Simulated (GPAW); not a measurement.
SnTe in GPAW: convergence with k mesh

Input of the first run (k mesh 2 × 2 × 2); the others differ in this setting and in those tied to it:

run.py

```python
from ase.dft.bandgap import bandgap
from ase.io import read, write
from ase.units import GPa
from gpaw import GPAW, PW

atoms = read('POSCAR')

calc = GPAW(mode=PW(600),
            xc='LDA',
            kpts={'size': (2, 2, 2), 'gamma': True},
            occupations={'name': 'fermi-dirac', 'width': 0.05},
            nbands=19,
            convergence={'density': 1e-05, 'energy': 1e-05},
            maxiter=100,
            txt='gpaw.txt')
atoms.calc = calc
energy = atoms.get_potential_energy()
forces = atoms.get_forces()
stress = atoms.get_stress()
calc.write('gs.gpw')
write('result.traj', atoms)
print(f'Energy: {energy:.6f} eV')
print('Forces (eV/A):')
print(forces.round(4))
print('Stress (GPa):', (stress / GPa).round(3))
print('Fermi level:', round(calc.get_fermi_level(), 4), 'eV')
print(f'Gap: {bandgap(calc)[0]:.4f} eV, direct: {bandgap(calc, direct=True)[0]:.4f} eV')
```

The input POSCAR:

```
SnTe
1.0
    0.0000000000      3.6111460000      3.6111460000
    3.6111460000      0.0000000000      3.6111460000
    3.6111460000      3.6111460000      0.0000000000
Te Sn
1 1
Direct
    0.2500000000      0.2500000000      0.2500000000
    0.0000000000      0.0000000000      0.0000000000
```

Potentials or basis: the program's PAW data sets (release 1.2.1) made for this functional, pw.

Run with:

```console
$ OMP_NUM_THREADS=1 python run.py
```

Measurements of this composition are mostly on another form, of space group No. 225.

Hardware: 1 thread of Arm Neoverse V1, on a shared host.

Question: The values tried are 2 × 2 × 2, 3 × 3 × 3, 4 × 4 × 4, 5 × 5 × 5, 6 × 6 × 6, 7 × 7 × 7, 9 × 9 × 9, loosest first. From which on does the pressure stay within 0.1 GPa of the tightest run that finished?

Answer: From 5 × 5 × 5 on.

| k mesh | energy less the tightest run, at zero smearing (meV/atom) | pressure (GPa) | gap on the mesh (eV) | SCF cycles | CPU time (s) | peak memory (GiB) |
| --- | --- | --- | --- | --- | --- | --- |
| 2 × 2 × 2 | -150.22 | -3.42 | 0.722 | 9 | 5.3 | 0.15 |
| 3 × 3 × 3 | -58.62 | -3.11 | 0.768 | 9 | 6.7 | 0.15 |
| 4 × 4 × 4 | -6.60 | -2.66 | 0.000 | 9 | 11 | 0.16 |
| 5 × 5 × 5 | 0.49 | -2.32 | 0.340 | 9 | 13 | 0.16 |
| 6 × 6 × 6 | 0.39 | -2.32 | 0.202 | 9 | 19 | 0.17 |
| 7 × 7 × 7 | 0.15 | -2.32 | 0.260 | 9 | 23 | 0.18 |
| 9 × 9 × 9 | 0.00 | -2.34 | 0.133 | 9 | 39 | 0.2 |

Against the tightest run, the energy stays within 1 meV/atom from 5 × 5 × 5 on. Not settled before the last step: the gap on the mesh (to 0.01 eV). Meshes of other sizes hit other points, so gaps and Fermi surfaces needn't settle smoothly. The tightest run that finished is the yardstick and may itself not be fully converged.

Caveat, for the tightest run too: spin-orbit coupling is left out, which moves the levels of the heavy elements; an odd mesh through Γ misses points on the zone boundary, where band edges often lie.
